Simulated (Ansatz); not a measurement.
A relaxed cell of GaP is given with its symmetry left out. The cell was found from a structure generator's guess, not taken from experiment.

Computed with DFT PBE, scalar-relativistic, plane waves, PAW (Ansatz). Cutoff 420 eV, Γ-centred mesh, Gaussian smearing, no spin polarisation.

Only a and b repeat, and vacuum parts the sheet from its images along c.

```xyz
4
Lattice="3.8967 0.0000 0.0000 -1.9484 3.3747 0.0000 0.0000 0.0000 35.5495" Properties=species:S:1:pos:R:3 pbc="T T F"
Ga    0.0000    2.2498    6.9465
Ga    0.0000    2.2498   12.0535
P     0.0000    0.0000    6.5599
P     0.0000    0.0000   12.4401
```

The zero of energy is the elements' standard structures at the same level; no fitted shifts are applied. The references include black phosphorus.

(1) What layer group does it have?

(2) What is its formation energy per atom?

(3) Is it a metal?

## Answers

(1) p-6m2 (No. 78). In-plane cell: a = 3.897 Å, b = 3.897 Å, γ = 120.0°, thickness 5.88 Å between the outermost nuclei. Ga at height 0.39 Å has 3 P at 2.28 Å; P at height 0.00 Å has 3 Ga at 2.28 Å.

(2) +0.001 eV/atom. The formation energy is too near zero to say whether this cell lies below the elements.

(3) No, the gap on the 12×12×1 mesh is 1.58 eV.

The last run used a 12×12×1 mesh for its 4-atom cell and Gaussian smearing of 0.02 eV. Kohn–Sham gaps at this level usually fall short of measured ones. The reference form of P is held partly by dispersion forces, which this level lacks. Symmetry constrained the relaxation, so the result can be a saddle point.
